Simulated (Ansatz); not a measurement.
# Ti: strain energy, fitted

Ti, P6_3/mmc, a = 2.938 Å, c = 4.651 Å. Ansatz: PBE, PAW, 420 eV, Γ-centred 24×24×12 mesh on 2 atoms, Gaussian smearing 0.10 eV; no spin polarisation. Series: strain along c alone, the other axes held, atoms fixed by symmetry; x is the strain in per cent. y is the free energy over the unstrained cell, V0 = 17.388 Å³/atom.

```
x (%) y (meV/atom)
 -3.0             ?
 -2.0          4.26
 -1.0          1.04
  0.0          0.00
  1.0          1.03
  2.0          3.99
  3.0          8.78
```

**Question.** Fit y = c2 x² + c3 x³ to the other rows, turn c2 into a modulus, and predict the missing energy.

**Answer.** Least squares on the rows shown. y = 1.030 x² − 0.01791 x³. In eV per unit strain² c2 is 10.30; this is C33 with relaxed ions (E = ½ C33 V0 ε²): 2 × 10.30 × 160.2 / (17.388) = 190 GPa. At x = -3.0 the fit asked for gives 9.75 meV/atom. The run gave 9.73 meV/atom, so the fit is 0.02 meV/atom too high, within twice the rms miss on the fitted rows (0.01 meV/atom).